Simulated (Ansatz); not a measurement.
Space group Fm-3m (No. 225). a = 5.916 Å, b = 5.916 Å, c = 5.916 Å, α = 90.00°, β = 90.00°, γ = 90.00°
| atom | site | symmetry | x | y | z |
| --- | --- | --- | --- | --- | --- |
| Sr | 4a | m-3m | 0.0000 | 0.0000 | 0.0000 |

Equation of state of this Sr structure (not necessarily the ground state), with shape and atoms relaxed at each volume where symmetry leaves them free. All numbers below come from Ansatz, DFT PBEsol, scalar-relativistic, plane waves, PAW.

Cutoff 420 eV; k points 12×12×12 on the computed 1-atom cell (Γ-centred); Gaussian smearing, width 0.10 eV; no spin polarisation.

| V (Å³/atom) | E − E(largest V) (meV/atom) | P (GPa) | gap on mesh (eV) |
| --- | --- | --- | --- |
| 45.548 | 17.86 | 2.06 | 0.00 |
| 47.101 | 1.01 | 1.44 | 0.00 |
| 48.654 | -10.09 | 0.90 | 0.02 |
| 50.207 | -16.20 | 0.43 | 0.02 |
| 51.759 | -17.99 | 0.02 | 0.00 |
| 53.312 | -16.07 | -0.33 | 0.00 |
| 54.865 | -10.96 | -0.63 | 0.00 |
| 56.935 | 0.00 | -0.98 | 0.00 |

Fit a third-order Birch–Murnaghan equation to E(V).

V0 = 51.70 Å³/atom, B0 = 13 GPa, B0' = 3.9.